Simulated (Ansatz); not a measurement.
# ZnGeP2: further runs on the relaxed cell

Aim: for ZnGeP2, relax it again with other functionals.

Method: DFT PBE, scalar-relativistic, plane waves, PAW, unless a step's input says otherwise, in Ansatz 0.2.0.

2 further runs of the same task are left out: 2 set aside as unsound or not needed.

## Step 1: The system as given

The structure is tetragonal, space group I-42d (No. 122). Conventional cell: a = 5.500 Å, b = 5.500 Å, c = 10.844 Å, α = 90.00°, β = 90.00°, γ = 90.00°. Zn (site symmetry -4) has 4 P at 2.38 Å as nearest neighbours. Ge (site symmetry -4) is surrounded by 4 P at 2.36 Å. Around P (site symmetry 2) lie 2 Ge at 2.36 Å and 2 Zn at 2.38 Å.

Structure file:

```
CELL_PARAMETERS angstrom
-2.75008 2.75008 5.42203
2.75008 -2.75008 5.42203
2.75008 2.75008 -5.42203
ATOMIC_POSITIONS crystal
Zn 0.00000 0.00000 0.00000
Zn 0.75000 0.25000 0.50000
Ge 0.50000 0.50000 0.00000
Ge 0.25000 0.75000 0.50000
P 0.37500 0.37839 0.50339
P 0.62161 0.12500 0.99661
P 0.87500 0.87161 0.49661
P 0.12839 0.62500 0.00339
```

This cell was relaxed beforehand with the same method: volume 20.50 Å³/atom, gap on the mesh 1.14 eV.

## Step 2: The cell under PBEsol

Contents of input.yaml:

```yaml
crystal:
  lattice:
    - [-2.7500814185, 2.7500814185, 5.4220272123]
    - [2.7500814185, -2.7500814185, 5.4220272123]
    - [2.7500814185, 2.7500814185, -5.4220272123]
  atoms:
    - { symbol: Zn, position: [0.0, 0.0, 0.0] }
    - { symbol: Zn, position: [0.75, 0.25, 0.5] }
    - { symbol: Ge, position: [0.5, 0.5, 0.0] }
    - { symbol: Ge, position: [0.25, 0.75, 0.5] }
    - { symbol: P, position: [0.375, 0.3783883389, 0.5033883389] }
    - { symbol: P, position: [0.6216116611, 0.125, 0.9966116611] }
    - { symbol: P, position: [0.875, 0.8716116611, 0.4966116611] }
    - { symbol: P, position: [0.1283883389, 0.625, 0.0033883389] }
basis:
  ecutwfc: 420
kpoints:
  mp_grid: { grid: [8, 8, 8] }
hamiltonian:
  xc: pbesol
scf:
  occupations: { method: gaussian, width: 0.02 }
output:
  forces: true
  stress: true
  eigenvalues: true
relax:
  adjacent_minimum: "off"
  f_tol: 0.005
  max_steps: 50
  cell: { stress_tol: 0.05 }
```

Launch:

```sh
$ ansatz run input.yaml --threads 4 --pin off --max-ram 10240MiB --backend cpu --events-out ev --progress --plain --runs-dir out
```

## Step 3: Relaxing with PBE+D3(BJ)

Changes to input.yaml since step 2:

```diff
@@ -19,3 +19,4 @@
 hamiltonian:
-  xc: pbesol
+  xc: pbe
+  dispersion: d3bj
 scf:
```

## Step 4: The cell under LDA

Changes to input.yaml since step 3:

```diff
@@ -19,4 +19,3 @@
 hamiltonian:
-  xc: pbe
-  dispersion: d3bj
+  xc: lda
 scf:
@@ -27,2 +26,6 @@
   eigenvalues: true
+  write_density: true
+  write_potential: true
+  elf: true
+  volumetric_format: npy
 relax:
```

## Step 5: The cell under r2SCAN

Changes to input.yaml since step 4:

```diff
@@ -15,3 +15,3 @@
 basis:
-  ecutwfc: 420
+  ecutwfc: 500
 kpoints:
@@ -19,3 +19,3 @@
 hamiltonian:
-  xc: lda
+  xc: r2scan
 scf:
@@ -26,6 +26,2 @@
   eigenvalues: true
-  write_density: true
-  write_potential: true
-  elf: true
-  volumetric_format: npy
 relax:
```

(Steps that only read results are left out.)

Before running it: what results should come out?

**Answer**, as computed:

The volumes rise in the order LDA, PBEsol, PBE+D3(BJ), r2SCAN, PBE, over 6.9 %. r2SCAN comes nearest to the reported cell (-0.8 %), which holds thermal expansion that these runs lack.
